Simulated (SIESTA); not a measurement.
The system is SiC (Moissanite 6H).

```
Si C
1.0
     3.09500    0.00000    0.00000
    -1.54750    2.68035    0.00000
     0.00000    0.00000   15.17000
Si C
6 6
Direct
  0.66667 0.33333 0.45830
  0.33333 0.66667 0.95830
  0.66667 0.33333 0.79170
  0.33333 0.66667 0.29170
  0.00000 0.00000 0.62500
  0.00000 0.00000 0.12500
  0.66667 0.33333 0.33330
  0.33333 0.66667 0.83330
  0.66667 0.33333 0.66670
  0.33333 0.66667 0.16670
  0.00000 0.00000 0.50000
  0.00000 0.00000 0.00000
```

```yaml
Program: SIESTA 5.4.2
Task: relaxation of cell and atoms
Functional: PBE
Potentials_or_basis: PseudoDojo 0.4 standard (PBE files)
Basis: SZ (energy shift 0.002 Ry)
Grid_cutoff: 500 Ry
Energy_shift: 0.002 Ry
k_mesh: 10 × 10 × 2
Occupations: fermi-dirac, width 0.05 eV
Spin: no spin polarisation
```

At the start: pressure 22.7 GPa; volume 10.49 Å³/atom.

Question: Where does the relaxation end?

Answer: Over 7 steps the energy falls by 75.5 meV/atom and the volume is 11.66 Å³/atom (+11.2 %); space group P6_3mc (No. 186, to 0.05 Å).

The path:
```
step  energy change (eV)  largest force (eV/Å)  pressure (GPa)  volume (Å³)
   1              0.0000                0.1319           22.74       125.85
   2             -0.0937                0.0838           21.35       126.52
   3             -0.6859                0.1827           10.14       132.68
   4             -0.8931                0.2635            1.28       138.82
   5             -0.9008                0.1948            0.20       139.68
   6             -0.9045                0.0884           -0.25       140.04
   7             -0.9055                0.0192           -0.17       139.98
```

Final structure:
```
CELL_PARAMETERS angstrom
3.20389 0.00000 0.00000
-1.60194 2.77465 0.00000
0.00000 0.00000 15.74617
ATOMIC_POSITIONS crystal
Si 0.66667 0.33333 0.45797
Si 0.33333 0.66667 0.95797
Si 0.66667 0.33333 0.79171
Si 0.33333 0.66667 0.29171
Si 0.00000 0.00000 0.62518
Si 0.00000 0.00000 0.12518
C 0.66667 0.33333 0.33327
C 0.33333 0.66667 0.83327
C 0.66667 0.33333 0.66713
C 0.33333 0.66667 0.16713
C 0.00000 0.00000 0.49974
C 0.00000 0.00000 0.99974
```

Caveat: the basis has no polarisation orbitals; the volume moved by +11 % from the deposited cell, more than functionals usually miss; the basis of atomic orbitals isn't converged, which shifts pressures, moduli and gaps.
